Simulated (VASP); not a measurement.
# MgS (Niningerite) (Fm-3m) in VASP: notebook

Aim: see how the results for MgS (Niningerite) move with the level of theory and the settings. Levels: PBE, PBEsol. Tasks: single point, equation of state.

Everything below comes from runs of VASP 6.6.1. Logs are shortened: lines on timing, memory, paths and dates and some standing lists are left out, and cuts for length are marked.

**1. The crystal as given**

Symmetry: Fm-3m, No. 225, cubic system. The conventional cell has a = 5.203 Å, b = 5.203 Å, c = 5.203 Å, α = 90.00°, β = 90.00°, γ = 90.00°. S (site symmetry m-3m) is surrounded by 6 Mg at 2.60 Å. Around Mg (site symmetry m-3m) lie 6 S at 2.60 Å.

**2. Single point, PBE**

Input file INCAR:

```
PREC     = Accurate       # precision mode
ENCUT    = 520            # plane-wave cutoff, eV
EDIFF    = 1E-7           # SCF threshold, eV
ISMEAR   = -1             # smearing method
SIGMA    = 0.05           # smearing width, eV
LREAL    = F              # projectors in reciprocal space
LASPH    = T              # aspherical terms in the spheres
NELM     = 100            # most SCF steps
ALGO     = Normal         # electronic algorithm
ISIF     = 2              # what is computed and relaxed
LWAVE    = F              # write WAVECAR
LCHARG   = F              # write CHGCAR
GGA      = PE             # functional
NBANDS   = 11             # bands
```

Input file KPOINTS:

```
regular mesh
0
Gamma
  9 9 9
```

Input file POSCAR:

```
MgS
1.0
    0.0000000000      2.6016500000      2.6016500000
    2.6016500000      0.0000000000      2.6016500000
    2.6016500000      2.6016500000      0.0000000000
S Mg
1 1
Direct
    0.5000000000      0.5000000000      0.5000000000
    0.0000000000      0.0000000000      0.0000000000
```

Potentials or basis: VASP PAW PBE potentials, release 64 (S, Mg).

On the command line:

```console
> cat potpaw_PBE.64/S/POTCAR potpaw_PBE.64/Mg/POTCAR > POTCAR
> mpirun -np 1 vasp_std > vasp.out
```

OUTCAR:

```text
PREC = Accurate
   ENCUT = 520
   EDIFF = 1E-7
   ISMEAR = -1
   LREAL = F
   LASPH = T
   NELM = 100
   ISIF = 2
   GGA = PE

 ion  position               nearest neighbor table
   1  0.500  0.500  0.500-   2 2.60   2 2.60   2 2.60   2 2.60   2 2.60   2 2.60
   2  0.000  0.000  0.000-   1 2.60   1 2.60   1 2.60   1 2.60   1 2.60   1 2.60

  LATTYP: Found a face centered cubic cell.
 ALAT       =     5.2033000000

  Lattice vectors:

 A1 = (   0.0000000000,   2.6016500000,   2.6016500000)
 A2 = (   2.6016500000,   0.0000000000,   2.6016500000)
 A3 = (   2.6016500000,   2.6016500000,   0.0000000000)

Analysis of symmetry for initial positions (statically):
=====================================================================
 Subroutine PRICEL returns:
 Original cell was already a primitive cell.

 Routine SETGRP: Setting up the symmetry group for a
 face centered cubic supercell.

 Subroutine GETGRP returns: Found 48 space group operations
 (whereof 48 operations were pure point group operations)
 out of a pool of 48 trial point group operations.

The static configuration has the point symmetry O_h .

Analysis of symmetry for dynamics (positions and initial velocities):
=====================================================================
 Subroutine PRICEL returns:
 Original cell was already a primitive cell.

 Routine SETGRP: Setting up the symmetry group for a
 face centered cubic supercell.

 Subroutine GETGRP returns: Found 48 space group operations
 (whereof 48 operations were pure point group operations)
 out of a pool of 48 trial point group operations.

The dynamic configuration has the point symmetry O_h .

 Subroutine INISYM returns: Found 48 space group operations
 (whereof 48 operations are pure point group operations),
 and found     1 'primitive' translations

----------------------------------------------------------------------------------------

                                     Primitive cell

  volume of cell :      35.2190

  direct lattice vectors                    reciprocal lattice vectors
     0.000000000  2.601650000  2.601650000    -0.192185728  0.192185728  0.192185728
     2.601650000  0.000000000  2.601650000     0.192185728 -0.192185728  0.192185728
     2.601650000  2.601650000  0.000000000     0.192185728  0.192185728 -0.192185728

  length of vectors
     3.679288715  3.679288715  3.679288715     0.332875446  0.332875446  0.332875446

  position of ions in fractional coordinates (direct lattice)
     0.500000000  0.500000000  0.500000000
     0.000000000  0.000000000  0.000000000

  ion indices of the primitive-cell ions
   primitive index   ion index
                 1           1
                 2           2

----------------------------------------------------------------------------------------

 KPOINTS: regular mesh

Automatic generation of k-mesh.
 Grid dimensions read from file:
 generate k-points for:    9    9    9

 Generating k-lattice:

  Cartesian coordinates                     Fractional coordinates (reciprocal lattice)
    -0.021353970  0.021353970  0.021353970     0.111111111  0.000000000  0.000000000
     0.021353970 -0.021353970  0.021353970     0.000000000  0.111111111  0.000000000
     0.021353970  0.021353970 -0.021353970     0.000000000  0.000000000  0.111111111

  Length of vectors
     0.036986161  0.036986161  0.036986161

  Shift w.r.t. Gamma in fractional coordinates (k-lattice)
     0.000000000  0.000000000  0.000000000

 Subroutine IBZKPT returns following result:
 ===========================================

 Found     35 irreducible k-points:

 Following reciprocal coordinates:
            Coordinates               Weight
  0.000000  0.000000  0.000000      1.000000
  0.111111  0.000000  0.000000      8.000000
  0.222222  0.000000  0.000000      8.000000
  0.333333  0.000000  0.000000      8.000000
  0.444444  0.000000  0.000000      8.000000
  0.111111  0.111111  0.000000      6.000000
[... 27 lines left out ...]
 -0.333333  0.444444  0.111111     24.000000
 -0.333333  0.444444  0.222222     24.000000
   k-points           NKPTS =     35   k-points in BZ     NKDIM =     35   number of bands    NBANDS=     11
   number of dos      NEDOS =    301   number of ions     NIONS =      2
   total plane-waves  NPLWV =  21952
   dimension x,y,z NGX =    28 NGY =   28 NGZ =   28
   dimension x,y,z NGXF=    56 NGYF=   56 NGZF=   56
   ions per type =               1   1
   NGX,Y,Z   is equivalent  to a cutoff of  12.65, 12.65, 12.65 a.u.
   NGXF,Y,Z  is equivalent  to a cutoff of  25.30, 25.30, 25.30 a.u.
 SYSTEM =  unknown system
   PREC   = accura    normal or accurate (medium, high low for compatibility)
   ISTART =      0    job   : 0-new  1-cont  2-samecut
   ICHARG =      2    charge: 1-file 2-atom 10-const
   ISPIN  =      1    spin polarized calculation?
   LNONCOLLINEAR =      F non collinear calculations
   LSORBIT =      F    spin-orbit coupling
   LASPH  =      T    aspherical Exc in radial PAW
   ENCUT  =  520.0 eV  38.22 Ry    6.18 a.u.   6.84  6.84  6.84*2*pi/ulx,y,z
   NELM   =    100;   NELMIN=  2; NELMDL= -5     # of ELM steps
   EDIFF  = 0.1E-06   stopping-criterion for ELM
   LREAL  =      F    real-space projection
   EDIFFG = 0.1E-05   stopping-criterion for IOM
   NSW    =      0    number of steps for IOM
   IBRION =     -1    ionic relax: 0-MD 1-quasi-New 2-CG
   NFREE  =      0    steps in history (QN), initial steepest desc. (CG)
   ISIF   =      2    stress and relaxation
   ISYM   =      2    0-nonsym 1-usesym 2-fastsym
   POTIM  = 0.5000    time-step for ionic-motion
   TEBEG  =    0.0;   TEEND  =   0.0 temperature during run
   PSTRESS=    0.0 pullay stress
   NELECT =       8.0000    total number of electrons
   NUPDOWN=      -1.0000    fix difference up-down
   EMIN   =  10.00;   EMAX   =-10.00  energy-range for DOS
   EFERMI =   0.00;   METHOD = LEGACY
   ISMEAR =    -1;   SIGMA  =   0.05  broadening in eV -4-tet -1-fermi 0-gaus
   EFERMI_NEDOS =   21; number of points for ismear=-14 and -15
   IALGO  =     38    algorithm
   IMIX   =      4    mixing-type and parameters
     AMIX     =   0.40;   BMIX     =  1.00
     AMIX_MAG =   1.60;   BMIX_MAG =  1.00
  volume/ion in A,a.u.               =      17.61       118.83
  Fermi-wavevector in a.u.,A,eV,Ry     =   0.998878  1.887606 13.575323  0.997758
  Thomas-Fermi vector in A             =   2.131131
   LORBIT       =      0    0 simple, 1 ext, 2 COOP (PROOUT), +10 PAW based schemes
   GGA     = PE    functional components
   LHFCALC =     F    Hartree Fock is set to
   AEXX    =    0.0000 exact exchange contribution
   IVDW    =     0    specifies the selected vdW correction
   LEPSILON=     F    determine dielectric tensor
   LRPA    =     F    only Hartree local field effects (RPA)
 non-spin polarized calculation
  energy-cutoff  :      520.00
  volume of cell :       35.22
 maximum number of plane-waves:       958
   NGX = 13   NGY = 13   NGZ = 13

 number of electron       8.0000000 magnetization

 Free energy of the ion-electron system (eV)
  ---------------------------------------------------
  ext. energy  EPLUGINS =         0.00000000
  ---------------------------------------------------
  free energy    TOTEN  =        -8.50202854 eV

  energy without entropy =       -8.50202854  energy(sigma->0) =       -8.50202854

 E-fermi :   4.7478     XC(G=0):  -9.6883

 val. band max:        3.7249561767   @ k =   0.0000   0.0000   0.0000
 cond. band min:       6.6304848016   @ k =   0.4444   0.4444   0.0000
 fundamental gap:      2.9055286249
 Fermi energy:         4.7477889049

 k-point     1 :       0.0000    0.0000    0.0000
  band No.  band energies     occupation
      1      -8.9418      2.00000
      2       3.7250      2.00000
      3       3.7250      2.00000
      4       3.7250      2.00000
      5       7.4352      0.00000
      6      11.6798      0.00000
      7      11.6798      0.00000
      8      11.6798      0.00000
      9      14.0749      0.00000
     10      14.0749      0.00000
     11      16.2634      0.00000

 k-point     2 :       0.1111    0.0000    0.0000
  band No.  band energies     occupation
      1      -8.8220      2.00000
      2       2.8603      2.00000
      3       3.6438      2.00000
      4       3.6438      2.00000
      5       8.1169      0.00000
      6      11.3910      0.00000
      7      11.8946      0.00000
      8      11.8946      0.00000
      9      13.5118      0.00000
     10      13.5118      0.00000
     11      16.4977      0.00000

 k-point     3 :       0.2222    0.0000    0.0000
  band No.  band energies     occupation
      1      -8.4894      2.00000
      2       1.3040      2.00000
      3       3.4552      2.00000
      4       3.4552      2.00000
      5       8.6954      0.00000
      6      11.7124      0.00000
      7      11.7124      0.00000
      8      11.7328      0.00000
      9      13.7125      0.00000
     10      13.7125      0.00000
     11      15.7878      0.00000

 k-point     4 :       0.3333    0.0000    0.0000
  band No.  band energies     occupation
      1      -8.0423      2.00000
      2      -0.1141      2.00000
      3       3.2645      2.00000
      4       3.2645      2.00000
      5       8.5087      0.00000
      6      11.0648      0.00000
      7      11.0648      0.00000
      8      13.0702      0.00000
      9      15.2395      0.00000
     10      15.2395      0.00000
     11      15.2839      0.00000
[... 393 lines left out ...]
 k-point    33 :      -0.4444    0.4444    0.1111
  band No.  band energies     occupation
      1      -7.3042      2.00000
      2      -0.2214      2.00000
      3       1.6197      2.00000
      4       1.8187      2.00000
      5       7.4421      0.00000
      6       9.0614      0.00000
      7      13.6383      0.00000
      8      14.8236      0.00000
      9      16.8912      0.00000
     10      18.7109      0.00000
     11      19.1404      0.00000

 k-point    34 :      -0.3333    0.4444    0.1111
  band No.  band energies     occupation
      1      -7.2429      2.00000
      2       0.0246      2.00000
      3       0.7895      2.00000
      4       1.8894      2.00000
      5       8.0323      0.00000
      6      10.2285      0.00000
      7      12.9216      0.00000
      8      13.4917      0.00000
      9      16.7402      0.00000
     10      18.0405      0.00000
     11      20.0661      0.00000

 k-point    35 :      -0.3333    0.4444    0.2222
  band No.  band energies     occupation
      1      -7.2569      2.00000
      2       0.1843      2.00000
      3       0.7517      2.00000
      4       1.6137      2.00000
      5       8.9041      0.00000
      6      11.1114      0.00000
      7      11.4232      0.00000
      8      12.8553      0.00000
      9      17.3582      0.00000
     10      17.6136      0.00000
     11      20.0309      0.00000

------------------------ aborting loop because EDIFF is reached ----------------------------------------

  FORCE on cell =-STRESS in cart. coord.  units (eV):
  Direction    XX          YY          ZZ          XY          YZ          ZX
  --------------------------------------------------------------------------------------
  -------------------------------------------------------------------------------------
  Total        0.1892793      0.1892793      0.1892793      0.0000000      0.0000000     -0.0000000
  in kB        8.6106732      8.6106732      8.6106732      0.0000000      0.0000000     -0.0000000
  external PRESSURE =       8.6106732 kB  Pullay stress =       0.0000000 kB

 VOLUME and BASIS-vectors are now :
 -----------------------------------------------------------------------------
  energy-cutoff  :      520.00
  volume of cell :       35.22
      direct lattice vectors                 reciprocal lattice vectors
     0.000000000  2.601650000  2.601650000    -0.192185728  0.192185728  0.192185728
     2.601650000  0.000000000  2.601650000     0.192185728 -0.192185728  0.192185728
     2.601650000  2.601650000  0.000000000     0.192185728  0.192185728 -0.192185728

 POSITION                                       TOTAL-FORCE (eV/Angst)
 -----------------------------------------------------------------------------------
      2.60165      2.60165      2.60165         0.000000     -0.000000      0.000000
      0.00000      0.00000      0.00000        -0.000000      0.000000     -0.000000
 -----------------------------------------------------------------------------------
    total drift:                                0.000000      0.000000      0.000000

  FREE ENERGIE OF THE ION-ELECTRON SYSTEM (eV)
  ---------------------------------------------------
  free  energy   TOTEN  =        -8.5020285403 eV

  energy  without entropy=       -8.5020285403  energy(sigma->0) =       -8.50202854
```

It took 15 s on 1 thread of AMD EPYC 7R13 (Zen 3), shared host; peak memory 0.13 GiB.

Results:

```yaml
Free_energy: -8.5020 eV
Pressure: 0.9 GPa
Band_gap_on_the_k_mesh: 2.91 eV, indirect (least direct gap 3.71 eV)
```

Caveat: an odd mesh through Γ misses points on the zone boundary, where band edges often lie.

**3. Single point, PBE (atoms moved at random, drawn with an rms of 0.05 Å)**

Input file INCAR:

```
SYSTEM = MgS
PREC = Accurate
ENCUT = 520
EDIFF = 1E-7
ISMEAR = -1
SIGMA = 0.05
LREAL = .False.
LASPH = .True.
NELM = 100
ALGO = Normal
ISIF = 2
LWAVE = .False.
LCHARG = .False.
GGA = PE
NBANDS = 11
```

Input file KPOINTS:

```
regular mesh
0
Gamma
  9 9 9
  0 0 0
```

Input file POSCAR:

```
MgS
1.0
    0.0000000000      2.6016500000      2.6016500000
    2.6016500000      0.0000000000      2.6016500000
    2.6016500000      2.6016500000      0.0000000000
S Mg
1 1
Direct
    0.4992310000      0.5036530000      0.5096220000
    0.0147500000     -0.0082040000     -0.0116660000
```

Potentials or basis: VASP PAW PBE potentials, release 64 (S, Mg).

On the command line:

```console
> cat potpaw_PBE.64/S/POTCAR potpaw_PBE.64/Mg/POTCAR > POTCAR
> mpirun -np 1 vasp_std > vasp.out
```

Run time: 2.5 min. Hardware: 1 thread of AMD EPYC 7R13 (Zen 3), shared host; peak memory 0.24 GiB.

The run converged. Its results:

- Free energy: -8.4910 eV
- Pressure: 1.1 GPa
- Largest force: 0.256 eV/Å
- Band gap on the k mesh: 2.91 eV, indirect (least direct gap 3.71 eV)

Forces on the atoms (eV/Å):
```
S   -0.252 -0.041  0.026
Mg   0.252  0.041 -0.026
```

Stress tensor (GPa, compression positive):
```
 1.72 -0.02  0.01
-0.02  0.82  0.00
 0.01  0.00  0.81
```

Levels at points of the mesh, in eV from the valence-band top:
```
           k point  band 1  band 2  band 3  band 4  band 5  band 6  band 7  band 8  band 9
(0.00, 0.00, 0.00)  -12.67   -0.01    0.00    0.00    3.71    7.95    7.95    7.96   10.36
```

Caveat: an odd mesh through Γ misses points on the zone boundary, where band edges often lie.

**4. Equation of state, PBE, 16.55 Å³/atom (volume scaled by 0.94)**

Input file INCAR:

```
PREC = Accurate
ENCUT = 520
EDIFF = 1E-7
ISMEAR = -1
SIGMA = 0.05
LREAL = F
LASPH = T
NELM = 60
ALGO = Normal
ISIF = 2
LWAVE = F
LCHARG = F
GGA = PE
NBANDS = 11
```

Input file KPOINTS:

```
regular mesh
0
Gamma
  9 9 9
```

Input file POSCAR:

```
MgS
1.0
    0.0000000000      2.5485401997      2.5485401997
    2.5485401997      0.0000000000      2.5485401997
    2.5485401997      2.5485401997      0.0000000000
S Mg
1 1
Direct
    0.5000000000      0.5000000000      0.5000000000
    0.0000000000      0.0000000000      0.0000000000
```

On the command line:

```console
> cat potpaw_PBE.64/S/POTCAR potpaw_PBE.64/Mg/POTCAR > POTCAR
> mpirun -np 1 vasp_std > vasp.out
```

Wall time 17 s (1 thread of AMD EPYC 7R13 (Zen 3), shared host); peak memory 0.13 GiB.

It converged, with:

```
Free energy            : -8.4558 eV
Pressure               : 6.4 GPa
Band gap on the k mesh : 3.04 eV, indirect (least direct gap 4.22 eV)
```

Caveat: an odd mesh through Γ misses points on the zone boundary, where band edges often lie.

**5. Equation of state, PBE, 16.91 Å³/atom (volume scaled by 0.96)**

Input file INCAR:

```
SYSTEM = MgS
PREC     = Accurate       ! precision mode
ENCUT    = 520            ! plane-wave cutoff, eV
EDIFF    = 1E-7           ! SCF threshold, eV
ISMEAR   = -1             ! smearing method
SIGMA    = 0.05           ! smearing width, eV
LREAL    = .FALSE.        ! projectors in reciprocal space
LASPH    = .TRUE.         ! aspherical terms in the spheres
NELM     = 100            ! most SCF steps
ALGO     = Normal         ! electronic algorithm
ISIF     = 2              ! what is computed and relaxed
LWAVE    = .FALSE.        ! write WAVECAR
LCHARG   = .FALSE.        ! write CHGCAR
GGA      = PE             ! functional
NBANDS   = 11             ! bands
```

Input file KPOINTS:

```
Automatic mesh
0
G
  9 9 9
  0 0 0
```

Input file POSCAR:

```
MgS
1.0
    0.0000000000      2.5664882573      2.5664882573
    2.5664882573      0.0000000000      2.5664882573
    2.5664882573      2.5664882573      0.0000000000
S Mg
1 1
Direct
    0.5000000000      0.5000000000      0.5000000000
    0.0000000000      0.0000000000      0.0000000000
```

On the command line:

```console
> cat potpaw_PBE.64/S/POTCAR potpaw_PBE.64/Mg/POTCAR > POTCAR
> mpirun -np 1 vasp_std > vasp.out
```

Run time: 16 s. Hardware: 1 thread of AMD EPYC 7R13 (Zen 3), shared host; peak memory 0.13 GiB.

Results (log left out):

```yaml
Free_energy: -8.4794 eV
Pressure: 4.3 GPa
Band_gap_on_the_k_mesh: 3.00 eV, indirect (least direct gap 4.04 eV)
```

Caveat: an odd mesh through Γ misses points on the zone boundary, where band edges often lie.

**6. Equation of state, PBE, 17.26 Å³/atom (volume scaled by 0.98)**

Input file INCAR:

```
SYSTEM = MgS
ALGO = Normal
EDIFF = 1E-7
ENCUT = 520
GGA = PE
ISIF = 2
ISMEAR = -1
LASPH = .True.
LCHARG = .False.
LREAL = .False.
LWAVE = .False.
NBANDS = 11
NELM = 60
PREC = Accurate
SIGMA = 0.05
```

Input file KPOINTS:

```
k-points
0
Gamma
  9 9 9
  0 0 0
```

Input file POSCAR:

```
MgS
1.0
    0.0000000000      2.5841887356      2.5841887356
    2.5841887356      0.0000000000      2.5841887356
    2.5841887356      2.5841887356      0.0000000000
S Mg
1 1
Direct
    0.5000000000      0.5000000000      0.5000000000
    0.0000000000      0.0000000000      0.0000000000
```

Potentials or basis: VASP PAW PBE potentials, release 64 (S, Mg).

On the command line:

```console
> cat potpaw_PBE.64/S/POTCAR potpaw_PBE.64/Mg/POTCAR > POTCAR
> mpirun -np 1 vasp_std > vasp.out
```

It took 18 s on 1 thread of AMD EPYC 7R13 (Zen 3), shared host; peak memory 0.13 GiB.

The run converged. Its results:

```
Free energy            : -8.4945 eV
Pressure               : 2.5 GPa
Band gap on the k mesh : 2.95 eV, indirect (least direct gap 3.87 eV)
```

Caveat: an odd mesh through Γ misses points on the zone boundary, where band edges often lie.

**7. Equation of state, PBE, 17.96 Å³/atom (volume scaled by 1.02)**

Input file INCAR:

```
SYSTEM = MgS
PREC = Accurate
ENCUT = 520
EDIFF = 1E-7
ISMEAR = -1
SIGMA = 0.05
LREAL = .FALSE.
LASPH = .TRUE.
NELM = 80
ALGO = Normal
ISIF = 2
LWAVE = .FALSE.
LCHARG = .FALSE.
GGA = PE
NBANDS = 11
```

Input file KPOINTS:

```
regular mesh
0
G
  9 9 9
  0 0 0
```

Input file POSCAR:

```
MgS
1.0
    0.0000000000      2.6188799723      2.6188799723
    2.6188799723      0.0000000000      2.6188799723
    2.6188799723      2.6188799723      0.0000000000
S Mg
1 1
Direct
    0.5000000000      0.5000000000      0.5000000000
    0.0000000000      0.0000000000      0.0000000000
```

On the command line:

```console
> cat potpaw_PBE.64/S/POTCAR potpaw_PBE.64/Mg/POTCAR > POTCAR
> mpirun -np 1 vasp_std > vasp.out
```

It took 19 s on 1 thread of AMD EPYC 7R13 (Zen 3), shared host; peak memory 0.13 GiB.

The run converged. Its results:

```
Free energy            : -8.5026 eV
Pressure               : -0.6 GPa
Band gap on the k mesh : 2.86 eV, indirect (least direct gap 3.56 eV)
```

Caveat: an odd mesh through Γ misses points on the zone boundary, where band edges often lie.

(Continued in part 2 of 2.)
